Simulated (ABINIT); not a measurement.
Crystal: TiSe.

```
Se Ti
1.0
     3.55900    0.00000    0.00000
    -1.77950    3.08218    0.00000
     0.00000    0.00000    6.22000
Se Ti
2 2
Direct
  0.66667 0.33333 0.75000
  0.33333 0.66667 0.25000
  0.00000 0.00000 0.50000
  0.00000 0.00000 0.00000
```

Base run:

| Property | Result |
| --- | --- |
| Program | ABINIT 10.8.3 (patched build) |
| Functional | LDA |
| Potentials or basis | PseudoDojo NC SR LDA v0.4.1 standard |
| Cutoff | 1088 eV |
| k mesh | 7 × 7 × 4 |
| Occupations | fermi-dirac, width 0.05 eV |
| Spin | no spin polarisation |

Its results: band gap on the k mesh none (metal or under the smearing width); pressure -4.3 GPa.

Question: The run is repeated on the same cell with these changes: functional from LDA to PBEsol; potentials or basis from PseudoDojo NC SR LDA v0.4.1 standard to PseudoDojo NC SR PBEsol v0.4.1 standard; cutoff from 1088 eV to 1061 eV. What comes out?

Answer: Band gap on the k mesh none (metal or under the smearing width); pressure -1.3 GPa.

Not every run made on this cell is shown here.
